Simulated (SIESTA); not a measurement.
**Br under changes of volume**

One of the cells (29.577 Å³/atom); the others are scaled copies at fixed shape and fractional positions:

```
Br
1.0
    -1.43292    1.43292    3.60121
     1.43292   -1.43292    3.60121
     1.43292    1.43292   -3.60121
Br
1
Direct
  0.00000 0.00000 0.00000
```

| Quantity | Value |
| --- | --- |
| Program | SIESTA 5.4.2 |
| Functional | PBE |
| Potentials or basis | PseudoDojo 0.4 standard (PBE files) |
| Basis | DZP (energy shift 0.003 Ry) |
| Grid cutoff | 500 Ry |
| Energy shift | 0.003 Ry |
| k mesh | 13 × 13 × 13 |
| Occupations | fermi-dirac, width 0.05 eV |
| Spin | no spin polarisation |

| volume (Å³/atom) | energy over the lowest point (meV/atom) | pressure (GPa) |
| --- | --- | --- |
| 27.257 | 45.13 | 4.9 |
| 27.837 | 29.44 | 3.8 |
| 28.417 | 17.49 | 2.8 |
| 29.577 | ? | ? |
| 30.157 | 0.44 | 0.5 |
| 30.737 | 0.00 | -0.2 |

Task: What does the run at 29.577 Å³/atom give?

Result: Energy over the lowest point 3.35 meV/atom; pressure 1.2 GPa.

Worked out: A Birch-Murnaghan fit of order 3 (a polynomial in V^(-2/3)) to the other rows has its minimum at 30.56 Å³/atom with B0 = V·E''(V) = 33 GPa and B' = 4.6 at fixed shape and positions, which overstates the stiffness. It gives 3.31 meV/atom at 29.577 Å³/atom, against the run's 3.35, and -dE/dV = 1.2 GPa, against 1.2.

Energies are extrapolated to zero smearing.

Caveats: the basis of atomic orbitals isn't converged, which shifts pressures, moduli and gaps; an odd number of electrons without spin polarisation forces a metal; a magnetic or distorted state may lie lower.
